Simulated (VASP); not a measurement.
**MgO (strained wurtzite): one r²SCAN single-point calculation in two programs**

```
Mg O
1.0
     3.28822    0.00000    0.00000
    -1.64411    2.84768    0.00000
     0.00000    0.00000    4.98402
Mg O
2 2
Direct
  0.33333 0.66667 0.98858
  0.66667 0.33333 0.48858
  0.33333 0.66667 0.38642
  0.66667 0.33333 0.88642
```

Each program uses its own PAW datasets. VASP's cell holds 16 valence electrons and Ansatz's 32. Ansatz's stress includes a Pulay correction; VASP's doesn't.

Cutoffs: 520 eV in VASP, 500 eV in Ansatz. k meshes: 12×12×6 and 12×12×6.

```json
{"": "gap between bands v and c", "VASP": "4.22 eV", "Ansatz": "4.24 eV"}
{"": "least direct gap", "VASP": "4.22 eV", "Ansatz": "4.24 eV"}
{"": "pressure", "VASP": "0.5 GPa", "Ansatz": "1.1 GPa"}
```

Band v is the last that the valence electrons fill when counted band by band, and c is the next. Levels in eV from the top of v, Ansatz:

| point | v−1 | v | c | c+1 |
| --- | --- | --- | --- | --- |
| Γ | -0.43 | 0.00 | 4.24 | 9.52 |
| M | -0.81 | -0.50 | 8.58 | 8.91 |
| K | -1.20 | -1.20 | 9.10 | 9.11 |
| A | -0.60 | -0.60 | 6.78 | 6.78 |
| L | -0.72 | -0.72 | 8.18 | 8.18 |
| H | -0.38 | -0.38 | 9.27 | 9.27 |

VASP:

```csv
point,v−1,v,c,c+1
Γ,-0.43,0.00,4.22,9.49
M,-0.82,-0.51,8.57,8.89
K,-1.21,-1.21,9.09,9.10
A,-0.60,-0.60,6.76,6.76
L,-0.72,-0.72,8.16,8.16
H,-0.39,-0.39,9.27,9.27
```
